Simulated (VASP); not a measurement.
CuCl (Nantokite): single point with PBE

**Measured values to compare with.**

A printed reference work, data compilation reports, for a bulk crystal of CuCl at 4.2 K: band gap 3.399 eV (direct).

CuCl (Nantokite):

```
Cu Cl
1.0
     0.00000    2.70285    2.70285
     2.70285    0.00000    2.70285
     2.70285    2.70285    0.00000
Cu Cl
1 1
Direct
  0.00000 0.00000 0.00000
  0.25000 0.25000 0.25000
```

```
Program                : VASP 6.6.1
Task                   : single point
Functional             : PBE
Potentials or basis    : VASP PAW PBE potentials, release 64 (Cu, Cl)
Cutoff                 : 520 eV
k mesh                 : 6 × 6 × 6
Occupations            : gaussian, width 0.03 eV
Spin                   : no spin polarisation
Further INCAR settings : ALGO = Normal; EDIFF = 1e-06; NBANDS = 16
```

The pressure is 0.6 GPa and the band gap on the k mesh is 0.55 eV, direct.

Levels at points of the mesh, in eV from the valence-band top:
| k point | band 7 | band 8 | band 9 | band 10 | band 11 | band 12 |
| --- | --- | --- | --- | --- | --- | --- |
| (0.00, 0.00, 0.00) | 0.00 | 0.00 | 0.00 | 0.55 | 6.75 | 6.75 |
| (0.50, 0.00, 0.00) | -1.36 | -0.56 | -0.56 | 2.91 | 6.81 | 7.18 |
| (0.50, 0.50, 0.00) | -1.30 | -1.10 | -1.10 | 3.44 | 4.49 | 8.78 |

Wall time 2.7 s on 4 MPI ranks on Intel(R) Xeon(R) 6975P-C (Granite Rapids), on a shared host, peak memory 0.14 GiB a rank.

A measured gap of CuCl is 3.399 eV (direct; 4.2 K; a printed reference work, data compilation); the calculated 0.55 eV misses it by -2.85 eV. So large a miss can be the level of theory's own, or it may mean another phase, state or a wrong row. The value is that of PBE, without temperature or zero-point motion. Semilocal functionals fall short of measured gaps as a rule.
